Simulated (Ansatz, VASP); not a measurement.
**MgSi: VASP beside Ansatz**

```
Mg Si
1.0
     2.66485    0.00000    0.00000
     0.00000    2.66485    0.00000
     0.00000    0.00000    4.88775
Mg Si
1 1
Direct
  0.00000 0.00000 0.00000
  0.50000 0.50000 0.50000
```

Alike in both runs: task single point; functional r2SCAN; k mesh 18 × 18 × 14; occupations gaussian, width 0.15 eV; no spin polarisation.

```csv
,VASP,Ansatz
version,VASP 6.6.1,Ansatz 0.2.0
potentials or method,"VASP PAW PBE potentials, release 64 (Mg, Si)","scalar-relativistic, plane waves, PAW"
plane-wave cutoff (eV),520,500
valence electrons in the cell,6,14
```

|  | VASP | Ansatz | Ansatz less VASP |
| --- | --- | --- | --- |
| gap on the k mesh at the Fermi level (eV) | none | none | - |
| pressure (GPa) | -0.5 | -0.3 | +0.21 |
| largest component of the traceless stress (GPa) | 10.94 | 10.94 | +0.002 |

A gap of «none» marks a metal or a gap that the smearing closes. The two sets of potentials don't hold the same shells in valence.

Caveats: the PAW data sets were made with another functional, which shifts forces and pressure a little (VASP).
